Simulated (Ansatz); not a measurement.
Write the native input for Ansatz 0.2.0 that does the following.

| Item | Value |
| --- | --- |
| Task | band structure |
| Functional | PBE |
| Potentials or basis | Ansatz PAW |
| Cutoff | 420 eV (not typed: the program's choice for these potentials) |
| k mesh | 6 × 6 × 4 |
| Occupations | fermi-dirac, width 0.05 eV |
| Spin | spin-orbit coupling, no magnetisation |
| Path | [["G", "M", "K", "G", "A", "L", "H", "A"], ["L", "M"], ["K", "H"]] |
| Points for each segment of the path | 14 |

The system is PtSe2 (Sudovikovite).

```
Pt Se
1.0
     3.72400    0.00000    0.00000
    -1.86200    3.22508    0.00000
     0.00000    0.00000    5.06200
Pt Se
1 2
Direct
  0.00000 0.00000 0.00000
  0.66667 0.33333 0.75000
  0.33333 0.66667 0.25000
```

One way to write it, as run:

input.yaml

```yaml
crystal:
  lattice:
    - [3.724, 0.0, 0.0]
    - [-1.862, 3.2250786037, 0.0]
    - [0.0, 0.0, 5.062]
  atoms:
    - { symbol: Pt, position: [0.0, 0.0, 0.0] }
    - { symbol: Se, position: [0.6666666667, 0.3333333333, 0.75] }
    - { symbol: Se, position: [0.3333333333, 0.6666666667, 0.25] }
hamiltonian:
  xc: pbe
  pseudopotentials: { kind: paw_fr }
magnetization:
  noncollinear: true
  spin_orbit: true
kpoints:
  mp_grid: { grid: [6, 6, 4] }
  band_path:
    path:
      - [[0.0, 0.0, 0.0], [0.5, 0.0, 0.0], [0.3333333333, 0.3333333333, 0.0], [0.0, 0.0, 0.0], [0.0, 0.0, 0.5], [0.5, 0.0, 0.5], [0.3333333333, 0.3333333333, 0.5], [0.0, 0.0, 0.5]]
      - [[0.5, 0.0, 0.5], [0.5, 0.0, 0.0]]
      - [[0.3333333333, 0.3333333333, 0.0], [0.3333333333, 0.3333333333, 0.5]]
    npoints: 14
scf:
  occupations: { method: fermi_dirac, width: 0.05 }
  n_extra_bands: 7
output:
  forces: true
  stress: true
  eigenvalues: true
  fatbands: true
  write_density: true
  write_potential: true
  elf: true
  volumetric_format: npy
```

Potentials or basis: Ansatz PAW.

Command:

```sh
$ ansatz run input.yaml --threads 2 --pin off --max-ram 5632MiB --backend cpu --events-out ev --progress --plain --runs-dir out
```

Results of the run:

```
Pressure               : 7.4 GPa
Largest force          : 0.586 eV/Å
Band gap on the k mesh : none (metal or under the smearing width)
```

Run time: 95 s on 2 threads of Intel(R) Xeon(R) Processor @ 2.50GHz (Skylake/Cascade Lake), with other jobs on the host, peak memory 0.8 GiB.
